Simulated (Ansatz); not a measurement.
## Ir under changes of volume

One of the cells (14.059 Å³/atom); the others are scaled copies at fixed shape and fractional positions:

```xyz
1
Lattice="0.0000 1.9156 1.9156 1.9156 0.0000 1.9156 1.9156 1.9156 0.0000" Properties=species:S:1:pos:R:3 pbc="T T T"
Ir    0.0000    0.0000    0.0000
```

* Program: Ansatz 0.2.0
* Functional: r2SCAN
* Potentials or basis: Ansatz PAW
* Cutoff: 500 eV (not typed: the program's choice for these potentials)
* k mesh: 12 × 12 × 12
* Occupations: fermi-dirac, width 0.05 eV
* Spin: no spin polarisation

| volume (Å³/atom) | energy over the lowest point (meV/atom) | pressure (GPa) |
| --- | --- | --- |
| 13.215 | ? | ? |
| 13.496 | 42.36 | 21.4 |
| 13.778 | 13.34 | 11.9 |
| 14.059 | 0.00 | 3.5 |
| 14.340 | 0.61 | -4.0 |
| 14.621 | 13.56 | -10.6 |
| 14.902 | 37.46 | -16.4 |

Question: What does the run at 13.215 Å³/atom give?

Answer: Energy over the lowest point 89.08 meV/atom; pressure 32.1 GPa.

Worked out: A Birch-Murnaghan fit of order 3 (a polynomial in V^(-2/3)) to the other rows has its minimum at 14.19 Å³/atom with B0 = V·E''(V) = 379 GPa and B' = 4.9. It gives 88.92 meV/atom at 13.215 Å³/atom, against the run's 89.08, and -dE/dV = 32.0 GPa, against 32.1.

Energies are extrapolated to zero smearing.

Caveats: the PAW data sets come from PBE, with cores solved anew for the run's functional, which leaves a small shift of forces and pressure.
